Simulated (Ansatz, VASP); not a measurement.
SiC: VASP beside Ansatz

File POSCAR:

```
SiC
1.0
    0.0000000000      2.2325986101      2.1236913609
    2.2325986101      0.0000000000      2.1236913609
    2.2325986101      2.2325986101      0.0000000000
Si C
1 1
Direct
    0.0000000000      0.0000000000      0.0000000000
    0.7500000000      0.7500000000      0.7500000000
```

INCAR.step1

```
  PREC = Accurate
  ENCUT = 520
  ISMEAR = 0
  SIGMA = 0.05
  LREAL = F
  LASPH = T
  NELM = 80
  NBANDS = 11
  GGA = PE
  ALGO = Normal
  EDIFF = 1E-4
  LWAVE = T
  LCHARG = F
```

INCAR.step2

```
  PREC = Accurate
  ENCUT = 520
  EDIFF = 1E-7
  ISMEAR = 0
  SIGMA = 0.05
  LREAL = F
  LASPH = T
  NELM = 80
  ALGO = Normal
  ISIF = 2
  LWAVE = F
  LCHARG = F
  METAGGA = R2SCAN
  LMIXTAU = T
  NBANDS = 11
  ISTART = 1
```

KPOINTS

```
regular mesh
0
Gamma
  10 10 10
```

Input for Ansatz:

```yaml
crystal:
  lattice:
    - [0.0, 2.2325986101, 2.1236913609]
    - [2.2325986101, 0.0, 2.1236913609]
    - [2.2325986101, 2.2325986101, 0.0]
  atoms:
    - { symbol: Si, position: [0.0, 0.0, 0.0] }
    - { symbol: C, position: [0.75, 0.75, 0.75] }
basis:
  ecutwfc: 500
kpoints:
  mp_grid: { grid: [10, 10, 10] }
hamiltonian:
  xc: r2scan
scf:
  occupations: { method: gaussian, width: 0.05 }
output:
  forces: true
  stress: true
  eigenvalues: true
  write_density: true
  write_potential: true
  elf: true
  volumetric_format: npy
```

Change from the starting cell: strain +0.025 along x and y, -0.025 along z, atoms carried along.

Alike in both runs: task single point; functional r2SCAN; k mesh 10 × 10 × 10; occupations gaussian, width 0.05 eV; no spin polarisation.

|  | VASP | Ansatz |
| --- | --- | --- |
| version | VASP 6.6.1 | Ansatz 0.2.0 |
| potentials or method | VASP PAW PBE potentials, release 64 (Si, C) | scalar-relativistic, plane waves, PAW |
| plane-wave cutoff (eV) | 520 | 500 |
| valence electrons in the cell | 8 | 8 |

```csv
,VASP,Ansatz,Ansatz less VASP
gap on the k mesh at the Fermi level (eV),1.23,1.22,-0.010
least direct gap on the mesh (eV),4.97,4.96,-0.012
pressure (GPa),-5.5,-5.4,+0.16
largest component of the traceless stress (GPa),8.42,8.38,-0.039
```

Caveats: the PAW data sets were made with another functional, which shifts forces and pressure a little (VASP). A k mesh can miss the band edges.
